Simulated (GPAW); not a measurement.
# SiC (Moissanite) (P6_3mc) in GPAW: further runs, part 2 of 2

GPAW 26.7.0. Earlier steps stand in the parts before.

### Step 3. Band structure, BEEF-vdW

Input file run.py:

```python
from ase import Atoms
from ase.dft.bandgap import bandgap
from ase.io import write
from gpaw import GPAW, PW

atoms = Atoms(['Si', 'Si', 'C', 'C'],
              cell=[[3.076, 0.0, 0.0],
                    [-1.538, 2.663894142, 0.0],
                    [0.0, 0.0, 5.048]],
              scaled_positions=[[0.6666666667, 0.3333333333, 0.5],
                                [0.3333333333, 0.6666666667, 0.0],
                                [0.6666666667, 0.3333333333, 0.885],
                                [0.3333333333, 0.6666666667, 0.385]],
              pbc=True)

calc = GPAW(mode=PW(800),
            xc={'name': 'BEEF-vdW', 'backend': 'libvdwxc'},
            kpts={'size': (7, 7, 4), 'gamma': True},
            occupations={'name': 'fermi-dirac', 'width': 0.05},
            nbands=18,
            convergence={'density': 1e-05, 'energy': 1e-05},
            maxiter=150,
            txt='gpaw.txt')
atoms.calc = calc
energy = atoms.get_potential_energy()
forces = atoms.get_forces()
calc.write('gs.gpw')
write('result.traj', atoms)
print(f'Energy: {energy:.6f} eV')
print('Forces (eV/A):')
print(forces.round(4))
print('Fermi level:', round(calc.get_fermi_level(), 4), 'eV')
print(f'Gap: {bandgap(calc)[0]:.4f} eV, direct: {bandgap(calc, direct=True)[0]:.4f} eV')

path = atoms.cell.bandpath('GMKGALHA,LM,KH', npoints=60, eps=1e-4)
bs_calc = calc.fixed_density(kpts=path, symmetry='off', nbands=29,
                             convergence={'bands': 'CBM+6.0', 'eigenstates': 1e-6}, txt='bands.txt')
bs = bs_calc.band_structure()
bs.write('bs.json')
print(f'Gap on the path: {bandgap(bs_calc)[0]:.4f} eV')
```

Potentials or basis: GPAW PAW data sets (gpaw-data 1.2.1), pw.

Started as:

```sh
OMP_NUM_THREADS=1 python run.py
```

Run time: 49 s. Hardware: 1 thread of Arm Neoverse V2, shared host; peak memory 0.31 GiB.

It converged, with:

| Item | Value |
| --- | --- |
| Free energy | -98.1875 eV |
| Largest force | 0.775 eV/Å |
| Band gap along the path | 2.56 eV, indirect (least direct gap 4.28 eV) |

Forces in eV/Å, atoms in the order of the input:
```
Si   0.000  0.000  0.775
Si   0.000  0.000  0.775
C    0.000  0.000 -0.775
C    0.000  0.000 -0.775
```

Levels at the corners of the path, in eV from the valence-band top:
| point | band 6 | band 7 | band 8 | band 9 | band 10 | band 11 |
| --- | --- | --- | --- | --- | --- | --- |
| Γ | -0.28 | -0.28 | 0.00 | 4.74 | 6.13 | 6.58 |
| M | -3.54 | -3.19 | -1.50 | 2.78 | 4.35 | 6.88 |
| K | -4.08 | -3.99 | -3.99 | 2.56 | 8.17 | 8.79 |
| Γ | -0.28 | -0.28 | 0.00 | 4.74 | 6.13 | 6.58 |
| A | -0.98 | -0.98 | -0.98 | 5.82 | 5.82 | 7.26 |
| L | -2.69 | -2.33 | -2.33 | 3.34 | 3.34 | 5.15 |
| H | -5.78 | -1.75 | -1.75 | 4.95 | 4.95 | 6.17 |
| A | -0.98 | -0.98 | -0.98 | 5.82 | 5.82 | 7.26 |
| L | -2.69 | -2.33 | -2.33 | 3.34 | 3.34 | 5.15 |
| M | -3.54 | -3.19 | -1.50 | 2.78 | 4.35 | 6.88 |
| K | -4.08 | -3.99 | -3.99 | 2.56 | 8.17 | 8.79 |
| H | -5.78 | -1.75 | -1.75 | 4.95 | 4.95 | 6.17 |

Caveat: the PAW data sets were made with another functional, which shifts forces and pressure a little.

### Step 4. Band structure, TASK

Input file run.py:

```python
from ase.dft.bandgap import bandgap
from ase.io import write
from ase.spacegroup import crystal
from ase.units import GPa
from gpaw import GPAW, PW

# Si 2b
# C 2b
atoms = crystal(['Si', 'C'],
                basis=[[0.6666666667, 0.3333333333, 0.5],
                       [0.6666666667, 0.3333333333, 0.885]],
                spacegroup=186, setting=1,  # P6_3mc
                cellpar=[3.076, 3.076, 5.048, 90.0, 90.0, 120.0],
                primitive_cell=True)

calc = GPAW(mode=PW(800),
            xc='MGGA_X_TASK+LDA_C_PW',
            kpts={'size': (7, 7, 4), 'gamma': True},
            occupations={'name': 'fermi-dirac', 'width': 0.05},
            nbands=18,
            convergence={'density': 1e-05, 'energy': 1e-05},
            maxiter=150,
            txt='gpaw.txt')
atoms.calc = calc
energy = atoms.get_potential_energy()
forces = atoms.get_forces()
stress = atoms.get_stress()
calc.write('gs.gpw')
write('result.traj', atoms)
print(f'Energy: {energy:.6f} eV')
print('Forces (eV/A):')
print(forces.round(4))
print('Stress (GPa):', (stress / GPa).round(3))
print('Fermi level:', round(calc.get_fermi_level(), 4), 'eV')
print(f'Gap: {bandgap(calc)[0]:.4f} eV, direct: {bandgap(calc, direct=True)[0]:.4f} eV')

path = atoms.cell.bandpath('GMKGALHA,LM,KH', npoints=60, eps=1e-4)
bs_calc = calc.fixed_density(kpts=path, symmetry='off', nbands=29,
                             convergence={'bands': 'CBM+6.0', 'eigenstates': 1e-6}, txt='bands.txt')
bs = bs_calc.band_structure()
bs.write('bs.json')
print(f'Gap on the path: {bandgap(bs_calc)[0]:.4f} eV')
```

Potentials or basis: GPAW PAW data sets (gpaw-data 1.2.1), pw.

Started as:

```sh
OMP_NUM_THREADS=1 python run.py
```

gpaw.txt:

```text
__  _  _
 | _ |_)|_||  |
 |__||  | ||/\| - 26.7.0

Input parameters:
  mode=PW(ecut=800.0),
  convergence={'density': 1e-05, 'energy': 1e-05},
  kpts=MonkhorstPack(size=(7, 7, 4), gamma=True),
  maxiter=150,
  nbands=18,
  occupations=Occupations(name='fermi-dirac', width=0.05),
  xc=XC(name='MGGA_X_TASK+LDA_C_PW')

Diagonalizing LCAO Hamiltonian
Converting LCAO to pw mode

           C

           Si
        C

        Si

Atoms  # Å, Bohr magnetons
|   | symbol |         x |        y |        z |    initial magnetic moments |
|---|--------|-----------|----------|----------|-----------------------------|
| 0 |     Si |  1.538000 | 0.887965 | 2.524000 | ( 0.0000,  0.0000,  0.0000) |
| 1 |     Si | -0.000000 | 1.775929 | 0.000000 | ( 0.0000,  0.0000,  0.0000) |
| 2 |      C |  1.538000 | 0.887965 | 4.467480 | ( 0.0000,  0.0000,  0.0000) |
| 3 |      C | -0.000000 | 1.775929 | 1.943480 | ( 0.0000,  0.0000,  0.0000) |

Unit cell  # Å
| periodic |         x |        y |        z |  lengths |     angles |
|----------|-----------|----------|----------|----------|------------|
|      yes |  3.076000 | 0.000000 | 0.000000 | 3.076000 |  90.000000 |
[... 170 lines left out ...]
  Free energy:     -33.575406
  Extrapolated:    -33.575406

dipole moment: (0.000001, -0.000004, -8.920409)  # |e|*Ang

Fermi level: 10.016
Eigenvalues  # (at kpt = [0.000, 0.000, 0.000])
| band index |      eig [eV] | occ [0-2] |
|------------|---------------|-----------|
|          0 |        -8.922 |     2.000 |
|          1 |        -5.167 |     2.000 |
|          2 |        -0.918 |     2.000 |
|          3 |         6.823 |     2.000 |
|          4 |         6.823 |     2.000 |
|          5 |         8.245 |     2.000 |
[... 8 lines left out ...]
|         14 |        18.552 |     0.000 |
|         15 |        21.218 |     0.000 |
|        ... |               |           |
|         17 |        22.135 |     0.000 |

Gap: 3.434 eV
Transition (v -> c):
  (s=0, k=0, n=7, [0.00, 0.00, 0.00]) -> (s=0, k=22, n=8, [0.43, 0.29, 0.00])
Direct/indirect transitions are different
Direct gap: 5.273 eV
Transition at: (s=0, k=19, n=7, [0.43, 0.00, 0.00])

Forces  # eV/Ang
|        x |        y |        z |
|----------|----------|----------|
|  0.00000 |  0.00000 |  0.80695 |  # Si   0
|  0.00000 |  0.00000 |  0.80713 |  # Si   1
| -0.00000 | -0.00000 | -0.80695 |  # C    2
|  0.00000 |  0.00000 | -0.80717 |  # C    3

Stress tensor  # eV/Ang^3
|         x |         y |         z |
|-----------|-----------|-----------|
| -0.065658 |  0.000000 |  0.000000 |
|  0.000000 | -0.065658 | -0.000000 |
|  0.000000 | -0.000000 | -0.032573 |

# Writing to gs.gpw (mode='')
```

It took 2.2 min on 1 thread of Arm Neoverse V2, shared host; peak memory 0.33 GiB.

What came out:

- Free energy: -33.5754 eV
- Pressure: 8.8 GPa
- Largest force: 0.807 eV/Å
- Band gap along the path: 3.10 eV, indirect (least direct gap 5.21 eV)

Forces on the atoms (eV/Å):
```
Si   0.000  0.000  0.807
Si   0.000  0.000  0.807
C    0.000  0.000 -0.807
C    0.000  0.000 -0.807
```

Levels at the corners of the path, in eV from the valence-band top:
```csv
point,band 5,band 6,band 7,band 8,band 9,band 10,band 11,band 12
Γ,-1.73,-0.31,-0.31,0.00,5.94,7.31,7.62,7.62
M,-5.94,-3.96,-3.51,-1.65,3.56,5.11,8.11,8.26
K,-6.91,-4.56,-4.43,-4.43,3.10,9.54,10.16,10.16
Γ,-1.73,-0.31,-0.31,0.00,5.94,7.31,7.62,7.62
A,-1.08,-1.08,-1.08,-1.08,7.08,7.08,8.29,8.29
L,-2.99,-2.99,-2.60,-2.60,4.09,4.09,6.18,6.18
H,-6.43,-6.43,-1.95,-1.95,5.90,5.90,7.21,7.21
A,-1.08,-1.08,-1.08,-1.08,7.08,7.08,8.29,8.29
L,-2.99,-2.99,-2.60,-2.60,4.09,4.09,6.18,6.18
M,-5.94,-3.96,-3.51,-1.65,3.56,5.11,8.11,8.26
K,-6.91,-4.56,-4.43,-4.43,3.10,9.54,10.16,10.16
H,-6.43,-6.43,-1.95,-1.95,5.90,5.90,7.21,7.21
```

Caveat: the PAW data sets were made with another functional, which shifts forces and pressure a little.

### Step 5. Band structure, LDA

Changes to run.py since step 4:

```diff
@@ -4,3 +4,5 @@
 from ase.units import GPa
-from gpaw import GPAW, PW
+from gpaw import GPAW, PW, setup_paths
+
+setup_paths.insert(0, '.')
 
@@ -16,3 +18,3 @@
 calc = GPAW(mode=PW(800),
-            xc='MGGA_X_TASK+LDA_C_PW',
+            xc='LDA',
             kpts={'size': (7, 7, 4), 'gamma': True},
```

Potentials or basis: PAW data sets generated in the run's folder for this functional, pw.

Started as:

```sh
gpaw-setup -f LDA C Si
OMP_NUM_THREADS=1 python run.py
```

Run time: 44 s. Hardware: 1 thread of Arm Neoverse V2, shared host; peak memory 0.28 GiB.

It converged, with:

```
Free energy             : -33.1515 eV
Pressure                : -2.8 GPa
Largest force           : 0.743 eV/Å
Band gap along the path : 2.21 eV, indirect (least direct gap 3.98 eV)
```

Forces in eV/Å, atoms in the order of the input:
```
Si   0.000  0.000  0.743
Si   0.000  0.000  0.743
C    0.000  0.000 -0.743
C    0.000  0.000 -0.743
```

Stress tensor (GPa, compression positive):
```
-1.33  0.00  0.00
 0.00 -1.33  0.00
 0.00  0.00 -5.85
```

Levels at the corners of the path, in eV from the valence-band top:
```
point  band 6  band 7  band 8  band 9  band 10  band 11
    Γ   -0.27   -0.27    0.00    4.59     6.07     6.40
    M   -3.55   -3.29   -1.49    2.49     4.12     6.69
    K   -4.13   -4.05   -4.05    2.21     7.85     8.55
    Γ   -0.27   -0.27    0.00    4.59     6.07     6.40
    A   -0.96   -0.96   -0.96    5.66     5.66     7.08
    L   -2.69   -2.34   -2.34    3.10     3.10     4.89
    H   -5.89   -1.75   -1.75    4.76     4.76     5.86
    A   -0.96   -0.96   -0.96    5.66     5.66     7.08
    L   -2.69   -2.34   -2.34    3.10     3.10     4.89
    M   -3.55   -3.29   -1.49    2.49     4.12     6.69
    K   -4.13   -4.05   -4.05    2.21     7.85     8.55
    H   -5.89   -1.75   -1.75    4.76     4.76     5.86
```

### Step 6. Overview

| task | level | potentials or basis | cutoff (eV) | band path | band points | grid spacing | pressure (GPa) | largest force (eV/Å) |
| --- | --- | --- | --- | --- | --- | --- | --- | --- |
| equation of state | PBE | GPAW PAW data sets (gpaw-data 1.2.1), lcao:dzp | - | - | - | 0.18 Å | - | - |
| band structure | BEEF-vdW | GPAW PAW data sets (gpaw-data 1.2.1), pw | 800 | GMKGALHA,LM,KH | 60 | - | - | 0.77 |
| band structure | TASK | GPAW PAW data sets (gpaw-data 1.2.1), pw | 800 | GMKGALHA,LM,KH | 60 | - | 8.8 | 0.81 |
| band structure | LDA | PAW data sets generated in the run's folder for this functional, pw | 800 | GMKGALHA,LM,KH | 60 | - | -2.8 | 0.74 |

Alike in all rows: no spin polarisation; cell as given; k mesh 7 × 7 × 4; smearing fermi-dirac 0.05 eV.

Caveats: the PAW data sets were made with another functional, which shifts forces and pressure a little (some runs); the real-space grid adds noise to forces (some runs); the basis of atomic orbitals isn't converged, which shifts pressures, moduli and gaps (some runs).

Absolute energies hang on the potentials; compare differences alone.
